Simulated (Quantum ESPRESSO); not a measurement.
The system is CoO.

```
Co O
1.0
     2.85630    0.00000    0.00000
    -1.42815    2.47363    0.00000
     0.00000    0.00000    2.78761
Co O
1 1
Direct
  0.00000 0.00000 0.00000
  0.66667 0.33333 0.50000
```

Measurements of this composition are mostly on another form, of space group No. 225.

Base run:

```yaml
Program: Quantum ESPRESSO 7.5
Functional: LDA
Potentials_or_basis: SSSP 1.3 efficiency PBE
Cutoff: 748 eV
Density_cutoff: 5987 eV
k_mesh: 11 × 11 × 10
Occupations: fermi-dirac, width 0.05 eV
Spin: collinear spin, ferromagnetic start
Starting_moments: "[2.0, 0.0] μB"
Hubbard_terms: Co d U = 6 eV
```

Its results: band gap on the k mesh none (metal or under the smearing width); pressure -14.6 GPa; net moment 3.00 μB per cell; site moments Co +2.62; O +0.28 μB.

The run is repeated on the same cell with these changes: hubbard terms from Co d U = 6 eV to Co d U = 3 eV. What comes out?

Band gap on the k mesh none (metal or under the smearing width); pressure -18.7 GPa; net moment 3.00 μB per cell; site moments Co +2.57; O +0.34 μB.

Caveats: the potentials were made for another functional, which shifts forces and pressure; a cell with one magnetic atom can't hold antiferromagnetic order, which such compounds often take.

Not every run made on this cell is shown here.
